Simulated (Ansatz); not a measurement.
Consider a crystal of Al₂O₃ in space group P6/mmm (No. 191), with Al on 2d; O on 3f.

Level of theory: Ansatz, DFT PBE, scalar-relativistic, plane waves, PAW. Cutoff 420 eV, Γ-centred mesh, Gaussian smearing, no spin polarisation.

Formation energies are uncorrected and refer to the elements' standard structures at the same level (O₂ as a molecule).

**Question.** Give the relaxed lattice parameters and positions.

**Answer.**

Space group P6/mmm (No. 191). a = 5.057 Å, b = 5.057 Å, c = 2.528 Å, α = 90.00°, β = 90.00°, γ = 120.00°
```tsv
atom	site	symmetry	x	y	z
Al	2d	-6m2	0.3333	0.6667	0.5000
O	3f	mmm	0.5000	0.0000	0.0000
```

Around Al lie 6 O at 1.93 Å; O is surrounded by 4 Al at 1.93 Å and 6 O at 2.53 Å. Another local minimum with the same sites may exist.

**Question.** Where does its energy lie, and is it a metal?

**Answer.** The formation energy is −2.622 eV/atom and the gap on the 6×6×10 mesh of the 5-atom cell is 3.58 eV. It lies below the elements, which doesn't yet make it stable against other compounds or structures.

The last run used Gaussian smearing of 0.02 eV. Kohn–Sham gaps at this level usually fall short of measured ones. Symmetry constrained the relaxation, so the result can be a saddle point.
